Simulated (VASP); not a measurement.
As, 1 atom in the cell. The structure is cubic, space group Pm-3m (No. 221). The conventional cell has a = 2.704 Å, b = 2.704 Å, c = 2.704 Å, α = 90.00°, β = 90.00°, γ = 90.00°. As (site symmetry m-3m) is surrounded by 6 As at 2.70 Å. This isn't the form of As at room conditions, which is rhombohedral.

| Quantity | Value |
| --- | --- |
| Program | VASP 6.6.1 |
| Task | single point |
| Functional | RPBE |
| Potentials or basis | VASP PAW PBE potentials, release 64 (As) |
| Cutoff | 500 eV |
| k mesh | 10 × 10 × 10 |
| Occupations | gaussian, width 0.1 eV |
| Spin | no spin polarisation |
| Further INCAR settings | ALGO = Normal; EDIFF = 1e-06 |

Potentials or basis: VASP PAW PBE potentials, release 64 (As).

Command:

```console
$ cat potpaw_PBE.64/As/POTCAR > POTCAR
$ mpirun -np 1 vasp_std > vasp.out
```

Hardware: 1 thread of AMD EPYC 9R45 96-Core Processor (Zen 5), with other jobs on the host.

Task: Estimate the wall time of this run.

Result: It took 2.5 s on 1 thread of AMD EPYC 9R45 96-Core Processor (Zen 5) (shared host), peak memory 0.09 GiB. Counts: scf iterations 11, k points 56.
